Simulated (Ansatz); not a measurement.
ZrS2 (P-3m1) from a database of computed structures, relaxed with r2SCAN+rVV10: it is trigonal, P-3m1 (No. 164); a = 3.674 Å, c = 5.857 Å in the conventional setting, 22.83 Å³ an atom. Zr is surrounded by 6 S at 2.57 Å; S is surrounded by 3 Zr at 2.57 Å. One-shot G0W0@PBE in the PAW code Ansatz on a 6×6×4 mesh (contour deformation, no spin-orbit coupling), from a PBE gap of 0.882 eV over the mesh points (the G0W0 gap is indirect on the mesh); the number N of bands summed and the screening cutoff rise together. Calculated for a static, non-magnetic cell.

| N | cutoff (eV) | 1000/N | G0W0 gap (eV) |
| --- | --- | --- | --- |
| 216 | 120 | 4.630 | 1.735 |
| 519 | 220 | 1.927 | 1.797 |

Task: Lay a straight line in 1000/N through these rows.

Result: The slope is -0.0229 eV per unit of 1000/N and the intercept 1.841 eV.

Task: Predict the gap at N = 944 (300 eV).

Result: 1.841 + (-0.0229) × 1.059 = 1.817 eV; the run gives 1.804 eV, -0.013 eV from the line.

Task: With that run's result added, what limit do the last two rows suggest?

Result: Their slope is (1.804 − 1.797)/(1.059 − 1.927) = -0.0081, which meets 1/N = 0 at 1.81 eV, against 1.841 eV from the first line. The slope flattens, so the first line overshoots; the k mesh isn't extrapolated.
